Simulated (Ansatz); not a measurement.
Structures of MnS: which is lowest?

Plane-wave DFT in Ansatz with scalar-relativistic PAW potentials, cutoff 420 eV, Γ-centred meshes chosen by cell and gap, Gaussian smearing with energies taken to zero width. Every cell was relaxed (cell and atoms) in a run of its own, within the symmetry of its start. Functional: PBEsol.

Relaxed structures (starts from databases or built by putting these elements on another compound's sites):
A. F-43m, 2 atoms in the computed cell, a = 5.464 Å; sites (symmetry × multiplicity) Mn -43m × 4, S -43m × 4; start: database
B. Fm-3m, 2 atoms in the computed cell, a = 4.938 Å; sites (symmetry × multiplicity) Mn m-3m × 4, S m-3m × 4; start: database

Question: Rank them by energy. Could pressure change the order?

Answer:
```csv
structure,group,E − E(lowest) (meV/atom),V (Å³/atom),gap on mesh (eV)
B,Fm-3m,0.0,15.05,0.00
A,F-43m,103,20.39,0.00
```

B is lowest, 103 meV/atom under A. The lowest is also the densest of these, so pressure wouldn't bring one of the others in at first order. Other structures may lie lower than all of these, and vibrations aren't counted.

The cell holds one magnetic atom, so it can only be ferromagnetic; an antiferromagnetic order may lie lower. Magnetic cells started from one order each; another order can shift an energy by tens of meV per atom.